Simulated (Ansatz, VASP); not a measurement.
One calculation of HfC, two programs

Contents of INCAR:

```
SYSTEM = HfC
  PREC = Accurate
  ENCUT = 600
  EDIFF = 1E-7
  ISMEAR = -1
  SIGMA = 0.08
  LREAL = .False.
  LASPH = .True.
  NELM = 60
  ALGO = Normal
  ISIF = 3
  LWAVE = .False.
  LCHARG = .False.
  GGA = PE
  IBRION = 2
  NSW = 60
  EDIFFG = -0.005
```

KPOINTS

```
regular mesh
0
Gamma
  15 15 15
  0 0 0
```

The input POSCAR:

```
HfC
1.0
    0.0000000000      2.1586006647      2.1586006647
    2.1586006647      0.0000000000      2.1586006647
    2.1586006647      2.1586006647      0.0000000000
Hf C
1 1
Direct
    0.0000000000      0.0000000000      0.0000000000
    0.5000000000      0.5000000000      0.5000000000
```

Input for Ansatz:

```yaml
crystal:
  lattice:
    - [0.0, 2.1586006647, 2.1586006647]
    - [2.1586006647, 0.0, 2.1586006647]
    - [2.1586006647, 2.1586006647, 0.0]
  atoms:
    - { symbol: Hf, position: [0.0, 0.0, 0.0] }
    - { symbol: C, position: [0.5, 0.5, 0.5] }
kpoints:
  mp_grid: { grid: [15, 15, 15] }
scf:
  occupations: { method: fermi_dirac, width: 0.08 }
hamiltonian:
  xc: pbe
  pseudopotentials: { kind: paw }
output:
  forces: true
  stress: true
  write_density: true
  write_potential: true
  elf: true
  volumetric_format: npy
relax:
  f_tol: 0.005
  max_steps: 40
  cell: {}
```

Alike in both runs: task relaxation of cell and atoms; functional PBE; k mesh 15 × 15 × 15; occupations fermi-dirac, width 0.08 eV; no spin polarisation.

|  | VASP | Ansatz |
| --- | --- | --- |
| version | VASP 6.6.1 | Ansatz 0.2.0 |
| potentials or method | VASP PAW PBE potentials, release 64 (Hf_pv, C) | PAW with Ansatz's default frozen-core files, scalar-relativistic |
| plane-wave cutoff (eV) | 600 | 420 |
| valence electrons in the cell | 14 | 30 |

Ansatz gave:

```
relaxed volume (Å³/atom)                                     : 12.58
relaxed cell length with the largest relative difference (Å) : 3.289
energy change over the relaxation (meV/atom)                 : -530
```

What did VASP give for the same quantities?

Relaxed volume (Å³/atom): 12.54; relaxed cell length with the largest relative difference (Å): 3.286; energy change over the relaxation (meV/atom): -530.

The two sets of potentials don't hold the same shells in valence.

Caveats: the volume moved by over 15 % at a fixed basis, so the end points are rough (VASP). The runs have no spin-orbit coupling, so splittings on Hf are missing.
